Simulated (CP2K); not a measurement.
SnTe:

```xyz
2
Lattice="5.1069 0.0000 0.0000 2.5535 4.4227 0.0000 2.5535 1.4742 4.1698" Properties=species:S:1:pos:R:3 pbc="T T T"
Te    2.5535    1.4742    1.0424
Sn    0.0000    0.0000    0.0000
```

Measurements of this composition are mostly on another form, of space group No. 225.

Program: CP2K 2026.2. Alike in all runs: no spin polarisation; cell as given; k mesh 7 × 7 × 7; smearing fermi-dirac 0.05 eV.

Q: Order these runs on this cell by their band gap on the k mesh, lowest first.
A. level TASK; potentials or basis POTENTIAL_UZH Te GTH-SCAN-q6, Sn GTH-SCAN-q4; TZVP-MOLOPT-SCAN-GTH basis; EPS_DEFAULT 1.0E-10; NGRIDS 4; points a segment of the path (NPOINTS) 6; bands added on the path 6; CUTOFF of the grids 675 Ry
B. level PBEsol; potentials or basis POTENTIAL_UZH Te GTH-PBE-q6, Sn GTH-PBE-q4; TZVP-MOLOPT-PBE-GTH basis; EPS_DEFAULT 1.0E-10; NGRIDS 5; CUTOFF of the grids 450 Ry
C. level SCAN; potentials or basis POTENTIAL_UZH Te GTH-SCAN-q6, Sn GTH-SCAN-q4; TZVP-MOLOPT-SCAN-GTH basis; EPS_DEFAULT 1.0E-9; NGRIDS 4; points a segment of the path (NPOINTS) 10; bands added on the path 4; CUTOFF of the grids 675 Ry

A: B (0.23 eV), C (0.40 eV), A (0.83 eV).

Caveats: spin-orbit coupling is left out, which moves the levels of the heavy elements; the basis of atomic orbitals isn't converged, which shifts pressures, moduli and gaps; the mesh misses the band edges, which the band path finds closer together (some runs); an odd mesh through Γ misses points on the zone boundary, where band edges often lie (some runs).
